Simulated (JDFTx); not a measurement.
# Mo in JDFTx: a series of runs, part 2 of 3

JDFTx 1.7.0 (patched build).

### 3 Fixed potential, revPBE

File charged.in:

```
lattice \
    5.3850397740    -2.6925198870     0.0000000000 \
    0.0000000000     4.6635812446     0.0000000000 \
    0.0000000000     0.0000000000    45.9333581238
coords-type Lattice
ion Mo     0.6666666667     0.3333333333     0.3085545345 0
ion Mo     0.3333333333     0.6666666667     0.4042772673 0
ion Mo     0.0000000000     0.0000000000     0.5000000000 1
ion Mo     0.6666666667     0.3333333333     0.5957227327 1
ion Mo     0.3333333333     0.6666666667     0.6914454655 1

ion-species pseudo/Mo.upf
elec-cutoff 40
elec-ex-corr gga-x-pbe-r gga-c-pbe
kpoint-folding 4 4 1
elec-smearing Fermi 0.0018374661
elec-n-bands 45
electronic-minimize nIterations 100 energyDiffThreshold 1e-06
coulomb-interaction Slab 001
coulomb-truncation-embed 0.000000 0.000000 0.500000
fluid LinearPCM
pcm-variant CANDLE
fluid-solvent CH3CN
fluid-cation Na+ 0.5
fluid-anion F- 0.5
target-mu -0.148449
initial-state neutral.$VAR
forces-output-coords Cartesian

dump-name charged.$VAR
dump End Ecomponents EigStats BandEigs Kpoints Forces
```

Potentials or basis: PseudoDojo-SR-PBE-0.5-standard with smoothed tails.

Launch:

```bash
> jdftx -c 1 -i charged.in -o charged.out
```

Log:

```text
*************** JDFTx 1.7.0 (patched build) ***************

Input parsed successfully to the following command list (including defaults):
[... the input with its defaults ...]

---------- Setting up symmetries ----------

Found 24 point-group symmetries of the bravais lattice
Found 6 space-group symmetries with basis
Applied RMS atom displacement 2.78082e-10 bohrs to make symmetries exact.

---------- Initializing the Grid ----------
R =
[      5.38504     -2.69252            0  ]
[            0      4.66358            0  ]
[            0            0      45.9334  ]
unit cell volume = 1153.55
G =
[    1.16679   0.673644         -0  ]
[          0    1.34729          0  ]
[          0         -0   0.136789  ]
Minimum fftbox size, Smin = [  32  32  264  ]
Chosen fftbox size, S = [  32  32  270  ]

---------- Exchange Correlation functional ----------
Initialized LibXC exchange functional 'Revised PBE from Zhang & Yang'
Initialized LibXC correlation functional 'Perdew, Burke & Ernzerhof'

---------- Setting up pseudopotentials ----------
Width of ionic core gaussian charges (only for fluid interactions / plotting) set to 0.280993

Reading pseudopotential file 'pseudo/Mo.upf':
  'Mo' pseudopotential, 'PBE' functional
  Generated using ONCVPSP code by D. R. Hamann
  14 valence electrons, 4 orbitals, 6 projectors, 1001 radial grid points, with lMax = 2
    4S    l: 0   occupation:  2.0   eigenvalue: -2.364714
    4P    l: 1   occupation:  6.0   eigenvalue: -1.414320
    4D    l: 2   occupation:  5.0   eigenvalue: -0.137921
    5S    l: 0   occupation:  1.0   eigenvalue: -0.150182
  Core radius for overlap checks: 1.35 bohrs.

Initialized 1 species with 5 total atoms.

Folded 1 k-points by 4x4x1 to 16 k-points.

---------- Setting up k-points, bands, fillings ----------
Adding inversion symmetry to k-mesh for non-inversion-symmetric unit cell.
Reduced to 4 k-points under symmetry.
Computing the number of bands and number of electrons
Reading initial fillings from 'neutral.fillings'.
nElectrons:  70.000000   nBands: 45   nStates: 4

----- Setting up reduced wavefunction bases (one per k-point) -----
average nbasis = 13945.812 , ideal nbasis = 13938.648

---------- Setting up coulomb interaction ----------
Fluid mode embedding: using embedded box, but periodic Coulomb kernel.
(Fluid response is responsible for (approximate) separation between periodic images.)
Setting up double-sized grid for truncated Coulomb potentials:
R =
[      5.38504     -2.69252            0  ]
[            0      4.66358            0  ]
[            0            0      91.8667  ]
unit cell volume = 2307.1
G =
[    1.16679   0.673644         -0  ]
[          0    1.34729          0  ]
[... 140 lines left out ...]
	SubspaceRotationAdjust: set factor to 0.0251
ElecMinimize: Iter:   6  G: -331.730658505969302  |grad|_K:  6.314e-06  alpha:  6.433e-02  linmin: -7.960e-05
	Linear fluid (dielectric constant: 38.8, screening length: 5.71417 Bohr) occupying 0.638777 of unit cell:	Completed after 9 iterations at
ElecMinimize: 	Predicted alpha/alphaT>3.000000, increasing alphaT to 1.929960e-01.
	Linear fluid (dielectric constant: 38.8, screening length: 5.71417 Bohr) occupying 0.638631 of unit cell:	Completed after 11 iterations at
ElecMinimize: 	Predicted alpha/alphaT>3.000000, increasing alphaT to 5.789879e-01.
[... 31 lines left out ...]
ElecMinimize: Iter:  12  G: -331.730847389038615  |grad|_K:  3.360e-06  alpha:  1.944e-01  linmin:  3.222e-04
	Linear fluid (dielectric constant: 38.8, screening length: 5.71417 Bohr) occupying 0.635507 of unit cell:	Completed after 11 iterations at
	Linear fluid (dielectric constant: 38.8, screening length: 5.71417 Bohr) occupying 0.635378 of unit cell:	Completed after 10 iterations at
	FillingsUpdate:  mu: -0.148449000  nElectrons: 70.041643
	SubspaceRotationAdjust: set factor to 0.0148
ElecMinimize: Iter:  13  G: -331.730859206269486  |grad|_K:  2.427e-06  alpha:  4.169e-01  linmin:  5.770e-04
	Linear fluid (dielectric constant: 38.8, screening length: 5.71417 Bohr) occupying 0.635256 of unit cell:	Completed after 11 iterations at
	Linear fluid (dielectric constant: 38.8, screening length: 5.71417 Bohr) occupying 0.635223 of unit cell:	Completed after 9 iterations at
	FillingsUpdate:  mu: -0.148449000  nElectrons: 70.041326
	SubspaceRotationAdjust: set factor to 0.0152
ElecMinimize: Iter:  14  G: -331.730867021689960  |grad|_K:  2.338e-06  alpha:  5.284e-01  linmin:  1.859e-04
	Linear fluid (dielectric constant: 38.8, screening length: 5.71417 Bohr) occupying 0.634842 of unit cell:	Completed after 11 iterations at
	Linear fluid (dielectric constant: 38.8, screening length: 5.71417 Bohr) occupying 0.635010 of unit cell:	Completed after 11 iterations at
	FillingsUpdate:  mu: -0.148449000  nElectrons: 70.042800
	SubspaceRotationAdjust: set factor to 0.0121
	SubspaceRotationAdjust: resetting CG because factor has changed by 0.123503
	Linear fluid (dielectric constant: 38.8, screening length: 5.71417 Bohr) occupying 0.635010 of unit cell:	Completed after 0 iterations at
ElecMinimize: 	State modified externally: resetting search direction.
ElecMinimize: Iter:  15  G: -331.730871141484215  |grad|_K:  2.079e-06  alpha:  2.998e-01
	Linear fluid (dielectric constant: 38.8, screening length: 5.71417 Bohr) occupying 0.635148 of unit cell:	Completed after 11 iterations at
	Linear fluid (dielectric constant: 38.8, screening length: 5.71417 Bohr) occupying 0.635141 of unit cell:	Completed after 7 iterations at
	FillingsUpdate:  mu: -0.148449000  nElectrons: 70.041511
	SubspaceRotationAdjust: set factor to 0.0107
ElecMinimize: Iter:  16  G: -331.730874250299735  |grad|_K:  1.606e-06  alpha:  2.856e-01  linmin:  3.731e-05
	Linear fluid (dielectric constant: 38.8, screening length: 5.71417 Bohr) occupying 0.635121 of unit cell:	Completed after 10 iterations at
	Linear fluid (dielectric constant: 38.8, screening length: 5.71417 Bohr) occupying 0.635113 of unit cell:	Completed after 9 iterations at
	FillingsUpdate:  mu: -0.148449000  nElectrons: 70.042271
	SubspaceRotationAdjust: set factor to 0.0097
ElecMinimize: Iter:  17  G: -331.730876808443270  |grad|_K:  1.090e-06  alpha:  3.941e-01  linmin: -1.864e-04
	Linear fluid (dielectric constant: 38.8, screening length: 5.71417 Bohr) occupying 0.635151 of unit cell:	Completed after 10 iterations at
	Linear fluid (dielectric constant: 38.8, screening length: 5.71417 Bohr) occupying 0.635204 of unit cell:	Completed after 11 iterations at
	FillingsUpdate:  mu: -0.148449000  nElectrons: 70.042214
	SubspaceRotationAdjust: set factor to 0.0118
ElecMinimize: Iter:  18  G: -331.730879671027026  |grad|_K:  1.033e-06  alpha:  9.559e-01  linmin:  5.611e-06
	Linear fluid (dielectric constant: 38.8, screening length: 5.71417 Bohr) occupying 0.635338 of unit cell:	Completed after 9 iterations at
[... 54 lines left out ...]
	Linear fluid (dielectric constant: 38.8, screening length: 5.71417 Bohr) occupying 0.634564 of unit cell:	Completed after 9 iterations at
	Linear fluid (dielectric constant: 38.8, screening length: 5.71417 Bohr) occupying 0.634562 of unit cell:	Completed after 4 iterations at
	FillingsUpdate:  mu: -0.148449000  nElectrons: 70.045769
	SubspaceRotationAdjust: set factor to 0.00613
ElecMinimize: Iter:  30  G: -331.730912604861999  |grad|_K:  7.654e-07  alpha:  5.031e-01  linmin: -5.254e-05
	Linear fluid (dielectric constant: 38.8, screening length: 5.71417 Bohr) occupying 0.634481 of unit cell:	Completed after 8 iterations at
	Linear fluid (dielectric constant: 38.8, screening length: 5.71417 Bohr) occupying 0.634471 of unit cell:	Completed after 5 iterations at
	FillingsUpdate:  mu: -0.148449000  nElectrons: 70.046133
	SubspaceRotationAdjust: set factor to 0.00671
ElecMinimize: Iter:  31  G: -331.730913441750772  |grad|_K:  6.310e-07  alpha:  5.669e-01  linmin: -4.478e-05
	Linear fluid (dielectric constant: 38.8, screening length: 5.71417 Bohr) occupying 0.634438 of unit cell:	Completed after 8 iterations at
	Linear fluid (dielectric constant: 38.8, screening length: 5.71417 Bohr) occupying 0.634443 of unit cell:	Completed after 7 iterations at
	FillingsUpdate:  mu: -0.148449000  nElectrons: 70.046033
	SubspaceRotationAdjust: set factor to 0.00607
ElecMinimize: Iter:  32  G: -331.730913926703408  |grad|_K:  4.715e-07  alpha:  4.834e-01  linmin:  3.448e-05
ElecMinimize: Converged (|Delta G|<1.000000e-06 for 2 iters).
Setting wave functions to eigenvectors of Hamiltonian

# Ionic positions in lattice coordinates:
ion Mo   0.666666666666667   0.333333333333333   0.308554534500000 0
ion Mo   0.333333333333333   0.666666666666667   0.404277267300000 0
ion Mo  -0.000000000000000   0.000000000000000   0.500000000000000 1
ion Mo   0.666666666666667   0.333333333333333   0.595722732700000 1
ion Mo   0.333333333333333   0.666666666666667   0.691445465500000 1

# Forces in Cartesian coordinates:
force Mo   0.000000000000000  -0.000000000000000  -0.001350597560257 0
force Mo   0.000000000000000  -0.000000000000000  -0.002218726062619 0
force Mo   0.000000000000000  -0.000000000000000   0.000055894628930 1
force Mo   0.000000000000000   0.000000000000000   0.002482528634732 1
force Mo   0.000000000000000  -0.000000000000000   0.001709700841152 1

# Energy components:
   A_diel =       -0.0107669171301276
   Eewald =     5204.4267973162768612
       EH =     5501.8864027428417103
     Eloc =   -11160.1890569246643281
      Enl =       42.9540615475475462
      Exc =      -51.4107680170331207
 Exc_core =        9.1766330690431790
       KE =      111.0413149520472871
  MuShift =       -0.0006929011339253
-------------------------------------
     Etot =     -342.1260751322058695
       TS =        0.0031023631679590
-------------------------------------
        F =     -342.1291774953738241
      muN =      -10.3982635686704334
-------------------------------------
        G =     -331.7309139267034084

IonicMinimize: Iter:   0  G: -331.730913926703408  |grad|_K:  1.005e-03
IonicMinimize: None of the convergence criteria satisfied after 0 iterations.

#--- Lowdin population analysis ---
# oxidation-state Mo -0.007 +0.126 -0.012 +0.133 +0.000

Dumping 'charged.eigStats' ...
	eMin: -2.381702 at state 0 ( [ +0.000000 +0.000000 +0.000000 ] spin 0 )
	HOMO: -0.149453 at state 1 ( [ +0.000000 +0.250000 +0.000000 ] spin 0 )
	mu  : -0.148449
	LUMO: -0.148432 at state 0 ( [ +0.000000 +0.000000 +0.000000 ] spin 0 )
	eMax: +0.013772 at state 2 ( [ +0.000000 +0.500000 +0.000000 ] spin 0 )
	HOMO-LUMO gap: +0.001021
	Optical gap  : +0.008793 at state 2 ( [ +0.000000 +0.500000 +0.000000 ] spin 0 )
Done!
```

Wall time 3.8 min (1 thread of Arm Neoverse V1, shared host); peak memory 0.37 GiB.

These settings aren't checked as converged: the numbers below hold their error.

Results:

| Item | Value |
| --- | --- |
| Free energy | -9309.8092 eV |
| Largest force | 0.128 eV/Å |
| Band gap on the k mesh | none (metal or under the smearing width) |
| Grand free energy | -9026.858 eV |
| Net charge | -0.046 e |
| Surface charge | -5.24 uC/cm^2 a face |
| Mean capacitance | 8.7 uF/cm^2 |

Caveat: the k mesh is coarse (spacing up to 0.64 Å⁻¹), so the values aren't converged; forces may be off by hundredths of an eV/Å; with smearing the direct minimiser can stop above the self-consistent energy; forces in the liquid are good to some per cent; in this model the potential and charge of a slab hang on the height of the box, by up to tenths of an eV; the number of electrons follows the potential, ions of the liquid screen the charge, and the grand free energy G is what is minimised; the liquid is a continuum model, checked here against plausible ranges alone; the potentials were made for another functional, which shifts forces and pressure.

### 4 Fixed potential, revPBE

charged.in: that of step 3 with these lines changed.

```diff
@@ -25,3 +25,3 @@
 fluid-anion F- 0.5
-target-mu -0.148449
+target-mu -0.159474
 initial-state neutral.$VAR
@@ -30,2 +30,2 @@
 dump-name charged.$VAR
-dump End Ecomponents EigStats BandEigs Kpoints Forces
+dump End Ecomponents EigStats BandEigs Kpoints Forces ElecDensity Dtot KEdensity
```

Potentials or basis: PseudoDojo-SR-PBE-0.5-standard with smoothed tails.

Launch:

```bash
> jdftx -c 1 -i charged.in -o charged.out
```

Log:

```text
*************** JDFTx 1.7.0 (patched build) ***************

Input parsed successfully to the following command list (including defaults):

basis kpoint-dependent
coords-type Lattice
core-overlap-check vector
coulomb-interaction Slab 001
coulomb-truncation-embed 0 0 0.5
davidson-band-ratio 1.1
dump End Forces ElecDensity KEdensity Dtot BandEigs EigStats Ecomponents Kpoints
dump-name charged.$VAR
elec-cutoff 40
elec-eigen-algo Davidson
elec-ex-corr gga-x-pbe-r gga-c-pbe
elec-n-bands 45 1
elec-smearing Fermi 0.00183747
electronic-minimize  \
	dirUpdateScheme      FletcherReeves \
	linminMethod         DirUpdateRecommended \
	nIterations          100 \
	history              15 \
	knormThreshold       0 \
	maxThreshold         no \
	energyDiffThreshold  1e-06 \
	nEnergyDiff          2 \
	convergeAll          no \
	alphaTstart          1 \
	alphaTmin            1e-10 \
	updateTestStepSize   yes \
	alphaTreduceFactor   0.1 \
	alphaTincreaseFactor 3 \
	nAlphaAdjustMax      3 \
	wolfeEnergy          0.0001 \
	wolfeGradient        0.9 \
	abortOnFailedStep    no \
	fdTest               no
exchange-regularization WignerSeitzTruncated
fluid LinearPCM 298.000000 1.013250
fluid-anion F- 0.5 MeanFieldLJ \
[... 392 lines left out ...]
	FillingsUpdate:  mu: -0.159474000  nElectrons: 70.022694
	SubspaceRotationAdjust: set factor to 0.0114
	SubspaceRotationAdjust: resetting CG because factor has changed by 0.121993
	Linear fluid (dielectric constant: 38.8, screening length: 5.71417 Bohr) occupying 0.637566 of unit cell:	Completed after 0 iterations at
ElecMinimize: 	State modified externally: resetting search direction.
ElecMinimize: Iter:  19  G: -330.958761773303877  |grad|_K:  9.359e-07  alpha:  2.955e-01
	Linear fluid (dielectric constant: 38.8, screening length: 5.71417 Bohr) occupying 0.637553 of unit cell:	Completed after 9 iterations at
	Linear fluid (dielectric constant: 38.8, screening length: 5.71417 Bohr) occupying 0.637552 of unit cell:	Completed after 7 iterations at
	FillingsUpdate:  mu: -0.159474000  nElectrons: 70.023225
	SubspaceRotationAdjust: set factor to 0.011
ElecMinimize: Iter:  20  G: -330.958762464047538  |grad|_K:  7.082e-07  alpha:  3.133e-01  linmin:  4.789e-04
ElecMinimize: Converged (|Delta G|<1.000000e-06 for 2 iters).
Setting wave functions to eigenvectors of Hamiltonian

# Ionic positions in lattice coordinates:
ion Mo   0.666666666666667   0.333333333333333   0.308554534500000 0
ion Mo   0.333333333333333   0.666666666666667   0.404277267300000 0
ion Mo  -0.000000000000000   0.000000000000000   0.500000000000000 1
ion Mo   0.666666666666667   0.333333333333333   0.595722732700000 1
ion Mo   0.333333333333333   0.666666666666667   0.691445465500000 1

# Forces in Cartesian coordinates:
force Mo   0.000000000000000  -0.000000000000000   0.000341188257855 0
force Mo   0.000000000000000  -0.000000000000000   0.000022438552528 0
force Mo   0.000000000000000   0.000000000000000  -0.000082912329183 1
force Mo   0.000000000000000   0.000000000000000   0.000083788648061 1
force Mo   0.000000000000000   0.000000000000000  -0.000141450752817 1

# Energy components:
   A_diel =       -0.0054819749285596
   Eewald =     5204.4267973162768612
       EH =     5499.9400761037777556
     Eloc =   -11158.2495268602342549
      Enl =       42.9547109887621019
      Exc =      -51.4072258346066562
 Exc_core =        9.1766330690431790
       KE =      111.0418993592229384
  MuShift =       -0.0003495942957099
-------------------------------------
     Etot =     -342.1224674269813022
       TS =        0.0031788857838621
-------------------------------------
        F =     -342.1256463127651841
      muN =      -11.1668838487176565
-------------------------------------
        G =     -330.9587624640475383

IonicMinimize: Iter:   0  G: -330.958762464047538  |grad|_K:  6.138e-05
IonicMinimize: Converged (|grad|_K<1.000000e-04).

#--- Lowdin population analysis ---
# oxidation-state Mo +0.001 +0.129 -0.005 +0.131 +0.007

Dumping 'charged.eigStats' ...
	eMin: -2.391924 at state 0 ( [ +0.000000 +0.000000 +0.000000 ] spin 0 )
	HOMO: -0.159604 at state 1 ( [ +0.000000 +0.250000 +0.000000 ] spin 0 )
	mu  : -0.159474
	LUMO: -0.158556 at state 0 ( [ +0.000000 +0.000000 +0.000000 ] spin 0 )
	eMax: +0.003666 at state 2 ( [ +0.000000 +0.500000 +0.000000 ] spin 0 )
	HOMO-LUMO gap: +0.001048
	Optical gap  : +0.008762 at state 2 ( [ +0.000000 +0.500000 +0.000000 ] spin 0 )
Done!
```

Wall time 2.6 min (1 thread of Arm Neoverse V1, shared host); peak memory 0.36 GiB.

These settings aren't checked as converged: the numbers below hold their error.

Results:

| Quantity | Value |
| --- | --- |
| Free energy | -9309.7131 eV |
| Largest force | 0.018 eV/Å |
| Band gap on the k mesh | none (metal or under the smearing width) |
| Grand free energy | -9005.847 eV |
| Net charge | -0.023 e |
| Surface charge | -2.65 uC/cm^2 a face |
| Mean capacitance | 8.8 uF/cm^2 |

Caveat: the k mesh is coarse (spacing up to 0.64 Å⁻¹), so the values aren't converged; forces may be off by hundredths of an eV/Å; with smearing the direct minimiser can stop above the self-consistent energy; forces in the liquid are good to some per cent; in this model the potential and charge of a slab hang on the height of the box, by up to tenths of an eV; the number of electrons follows the potential, ions of the liquid screen the charge, and the grand free energy G is what is minimised; the liquid is a continuum model, checked here against plausible ranges alone; the potentials were made for another functional, which shifts forces and pressure.

(Continued in part 3 of 3.)
